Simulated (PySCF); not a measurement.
**Pd in PySCF: the effect of functional**

Pd:

```xyz
1
Lattice="0.0000 1.9465 1.9465 1.9465 0.0000 1.9465 1.9465 1.9465 0.0000" Properties=species:S:1:pos:R:3 pbc="T T T"
Pd    0.0000    0.0000    0.0000
```

Alike in all runs:

```yaml
Program: PySCF 2.14.0
Task: equation of state
Potentials_or_basis: DZVP-MOLOPT-SR/GTH-PBE (potentials made for PBE)
k_mesh: 4 × 4 × 4
Occupations: fermi-dirac, width 0.05 eV
Spin: no spin polarisation
```

```tsv
functional	V0 of scaled cells (Å³/atom)	B0 (GPa)
LDA	?	?
PBEsol	14.72	205
PBE	15.45	173
```

Q: What does the run with functional LDA give?

A: V0 of scaled cells 14.33 Å³/atom; B0 228 GPa.

Caveats: all runs use coarse meshes; the basis of atomic orbitals isn't converged, which shifts pressures, moduli and gaps; the potentials were made for another functional, which shifts forces and pressure (some runs).
